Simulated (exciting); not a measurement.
## MgS (Niningerite) under changes of volume

One of the cells (17.609 Å³/atom); the others are scaled copies at fixed shape and fractional positions:

```
CELL_PARAMETERS angstrom
0.00000 2.60165 2.60165
2.60165 0.00000 2.60165
2.60165 2.60165 0.00000
ATOMIC_POSITIONS crystal
S 0.50000 0.50000 0.50000
Mg 0.00000 0.00000 0.00000
```

| Property | Result |
| --- | --- |
| Program | exciting (release sodium) |
| Functional | PBEsol |
| Potentials or basis | all-electron LAPW+lo, shipped species files, valence relativity iora* |
| rgkmax | 7.5 |
| k mesh | 9 × 9 × 9 |
| Occupations | fermi-dirac, width 0.05 eV |
| Spin | no spin polarisation |

| volume (Å³/atom) | energy over the lowest point (meV/atom) | gap on the mesh (eV) |
| --- | --- | --- |
| 16.553 | ? | ? |
| 16.905 | 3.19 | 2.92 |
| 17.257 | 0.00 | 2.88 |
| 17.609 | 0.59 | 2.84 |
| 17.962 | 4.22 | 2.80 |
| 18.314 | 10.99 | 2.75 |
| 18.666 | 20.37 | 2.71 |

Q: What does the run at 16.553 Å³/atom give?

A: Energy over the lowest point 10.25 meV/atom; gap on the mesh 2.96 eV.

Worked out: A Birch-Murnaghan fit of order 3 (a polynomial in V^(-2/3)) to the other rows has its minimum at 17.38 Å³/atom with B0 = V·E''(V) = 78 GPa and B' = 3.9. It gives 10.29 meV/atom at 16.553 Å³/atom, against the run's 10.25. A straight line through the other rows of the gap, of slope -2.13 eV per unit of ln V, extrapolates to 2.97 eV, against the run's 2.96.

Energies are extrapolated to zero smearing.

Caveats: an odd mesh through Γ misses points on the zone boundary, where band edges often lie.
